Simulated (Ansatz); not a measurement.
Crystal: MnF2.

```xyz
6
Lattice="4.8738 0.0000 0.0000 0.0000 4.8738 0.0000 0.0000 0.0000 3.3107" Properties=species:S:1:pos:R:3 pbc="T T T"
Mn    2.4369    2.4369    1.6554
Mn    0.0000    0.0000    0.0000
F     3.9249    0.9489    1.6554
F     3.3858    3.3858    0.0000
F     0.9489    3.9249    1.6554
F     1.4880    1.4880    0.0000
```

Base run:

- Program: Ansatz 0.2.0
- Functional: PBEsol
- Potentials or basis: Ansatz PAW
- Cutoff: 420 eV (not typed: the program's choice for these potentials)
- k mesh: 6 × 6 × 8
- Occupations: fermi-dirac, width 0.05 eV
- Spin: no spin polarisation

Its results: band gap on the k mesh none (metal or under the smearing width); pressure -20.8 GPa; largest force 0.074 eV/Å.

Problem. The run is repeated on the same cell with these changes: k mesh from 6 × 6 × 8 to 4 × 4 × 6; spin from no spin polarisation to non-collinear spin, random start. What comes out?

Solution. Band gap on the k mesh 2.01 eV, indirect (least direct gap 2.07 eV); pressure -1.8 GPa; net moment 0.02 μB per cell; largest force 0.058 eV/Å.

Several settings changed at once, so the effect can't be laid on one alone.

Caveats: the PAW data sets come from PBE, with cores solved anew for the run's functional, which leaves a small shift of forces and pressure; semilocal functionals often make such compounds metallic where correlation or magnetic order opens a gap, which also shifts bond lengths (some runs); the starting moments weren't kept (some runs).

A k mesh can miss the band edges.
